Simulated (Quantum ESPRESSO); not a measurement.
Runs of Quantum ESPRESSO 7.5 on TiTe. The structure is hexagonal, space group P6_3/mmc (No. 194). The conventional cell has a = 3.842 Å, b = 3.842 Å, c = 6.403 Å, α = 90.00°, β = 90.00°, γ = 120.00°. Te (site symmetry -6m2) has 6 Ti at 2.74 Å as nearest neighbours. Ti (site symmetry -3m) has 6 Te at 2.74 Å as nearest neighbours. 

```tsv
task	level	potentials or basis	form of the LDA correlation	gap on the mesh (eV)	pressure (GPa)	V0 of scaled cells (Å³/atom)	B0 (GPa)
equation of state	LDA	GBRV 1.5 LDA	PZ81	-	-	20.68	104
equation of state	PBEsol	GBRV 1.5 PBEsol	-	-	-	21.20	(b)
band structure	LDA	GBRV 1.5 LDA	PZ81	none	(a)	-	-
band structure	PBEsol	GBRV 1.5 PBEsol	-	none	3.7	-	-
```

Alike in all rows: no spin polarisation; cell as given; k mesh 8 × 8 × 4; cutoff (eV) 612; smearing fermi-dirac 0.05 eV.

**Question.** Estimate the missing entries.

**Answer.** (a) 1.1; (b) 97.

Caveats: the cell was scaled at fixed shape and fractional positions, which overstates the stiffness of a crystal with free parameters, most of all of layers and chains (some runs).

A k mesh can miss the band edges, and the runs leave out spin-orbit coupling on Te.

A gap of «none» marks a metal or a gap under the smearing width.

Not every run made on this cell is shown here.
